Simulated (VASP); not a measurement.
## Au: equation of state with PBEsol

Crystal: Au.

```
Au
1.0
    -1.65727    1.65727    1.65727
     1.65727   -1.65727    1.65727
     1.65727    1.65727   -1.65727
Au
1
Direct
  0.00000 0.00000 0.00000
```

This isn't the form of Au at room conditions, which is fcc.

| Item | Value |
| --- | --- |
| Program | VASP 6.6.1 |
| Task | equation of state |
| Functional | PBEsol |
| Potentials or basis | VASP PAW PBE potentials, release 64 (Au) |
| Cutoff | 520 eV |
| k mesh | 11 × 11 × 11 |
| Occupations | fermi-dirac, width 0.05 eV |
| Spin | no spin polarisation |
| Ladder | free |
| Further INCAR settings | ALGO = Normal; EDIFF = 1e-07; NBANDS = 12 |

- Equilibrium volume: 17.07 Å³/atom (rough: see the caveat)
- Bulk modulus: 167 GPa (rough)

Energy against volume, from the lowest point:
```
volume (Å³/atom)  energy (meV/atom)
          17.115               0.00
          17.479               4.74
          17.843              16.41
          18.207              34.07
          18.571              56.91
          18.935              84.19
          19.299             115.33
```

All runs of the series together: 110 s on 1 thread of AMD EPYC 7R43 64-Core Processor (Zen 3), with other jobs on the host.

Caveat: the minimum lies outside the volumes run; the PAW data sets were made with another functional, which shifts forces and pressure a little. Spin-orbit coupling is left out, which matters for the levels of Au.
